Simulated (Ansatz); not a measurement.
**CdS: do energies and stresses tell the same story?**

The calculation used Ansatz 0.2.0, DFT PBE, scalar-relativistic, plane waves, PAW.

Settings: cutoff 420 eV, Γ-centred mesh 8×8×8 on the computed 2-atom cell, Gaussian smearing of 0.02 eV; no spin polarisation.

Relaxed cell: F-43m, a = 5.926 Å, b = 5.926 Å, c = 5.926 Å, α = 90.00°, β = 90.00°, γ = 90.00°, 2 atoms in the primitive cell. This zinc-blende form isn't the usual stable structure of the compound.

Energies at zero smearing and pressures from the stress tensor, at volumes with shape and atoms relaxed:
| V (Å³/atom) | E − E(first) (meV/atom) | P (GPa) |
| --- | --- | --- |
| 24.458 | 0.00 | 3.82 |
| 25.238 | -13.42 | 1.75 |
| 26.019 | -17.59 | 0.01 |
| 26.799 | -13.92 | -1.47 |
| 27.580 | -3.64 | -2.72 |

Task: Check P = −dE/dV between neighbouring volumes, and get the bulk modulus from the pressures alone.

Result: With 1 eV/Å³ = 160.2 GPa:
```csv
middle V (Å³/atom),−ΔE/ΔV (GPa),mean P (GPa)
24.848,2.755,2.785
25.629,0.856,0.879
26.409,-0.753,-0.732
27.190,-2.111,-2.094
```

The two differ by 0.03 GPa at most. The mean of two end pressures misses the average over a step by about ΔV² P″/12, up to 0.03 GPa here; with that taken off 0.00 GPa remains. Around V = 26.019 Å³/atom, the two neighbours give B = −V ΔP/ΔV = 26.019 × 3.22 / 1.561 = 53.7 GPa, against B0 = 53.4 GPa from the Birch–Murnaghan fit of the energies.